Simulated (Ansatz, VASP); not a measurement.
# One calculation of SbS, two programs

File INCAR:

```
ALGO     = Normal         # electronic algorithm
EDIFF    = 1E-6           # SCF threshold, eV
ENCUT    = 520            # plane-wave cutoff, eV
GGA      = PE             # functional
ISIF     = 2              # what is computed and relaxed
ISMEAR   = 0              # smearing method
LASPH    = True           # aspherical terms in the spheres
LCHARG   = True           # write CHGCAR
LELF     = True           # ELF
LREAL    = False          # projectors in reciprocal space
LVHAR    = True         
LWAVE    = False          # write WAVECAR
NBANDS   = 12             # bands
NELM     = 80             # most SCF steps
PREC     = Accurate       # precision mode
SIGMA    = 0.1            # smearing width, eV
```

The input KPOINTS:

```
k-points
0
Gamma
  4 4 4
```

POSCAR

```
SbS
1.0
    3.9573932100      0.0000000000      0.0000000000
    0.0000000000      3.9573932100      0.0000000000
    0.0000000000      0.0000000000      3.9573932100
Sb S
1 1
Direct
    0.5000000000      0.5000000000      0.5000000000
    0.0000000000      0.0000000000      0.0000000000
```

Input for Ansatz:

```yaml
crystal:
  lattice:
    - [3.95739321, 0.0, 0.0]
    - [0.0, 3.95739321, 0.0]
    - [0.0, 0.0, 3.95739321]
  atoms:
    - { symbol: Sb, position: [0.5, 0.5, 0.5] }
    - { symbol: S, position: [0.0, 0.0, 0.0] }
basis:
  ecutwfc: 420
kpoints:
  mp_grid: { grid: [4, 4, 4] }
hamiltonian:
  xc: pbe
scf:
  occupations: { method: gaussian, width: 0.1 }
  lower_state_search: "off"
output:
  forces: true
  stress: true
  eigenvalues: true
```

Alike in both runs: task single point; functional PBE; k mesh 4 × 4 × 4; occupations gaussian, width 0.1 eV; no spin polarisation.

|  | VASP | Ansatz |
| --- | --- | --- |
| version | VASP 6.6.1 | Ansatz 0.2.0 |
| potentials or method | VASP PAW PBE potentials, release 64 (Sb, S) | scalar-relativistic, plane waves, PAW |
| plane-wave cutoff (eV) | 520 | 420 |
| valence electrons in the cell | 11 | 21 |

Ansatz gave:

| Item | Value |
| --- | --- |
| gap on the k mesh at the Fermi level (eV) | none |
| pressure (GPa) | -12.2 |

Q: Estimate VASP's values.

A: gap on the k mesh at the Fermi level (eV): none; pressure (GPa): -12.3.

A gap of «none» marks a metal or a gap that the smearing closes. The functional is the same, so the differences come from potentials, cutoffs and numerics. The two sets of potentials don't hold the same shells in valence.

Caveats: the k mesh is coarse (spacing up to 0.40 Å⁻¹), so the values aren't converged. Spin-orbit coupling is left out, which matters for the levels of Sb.
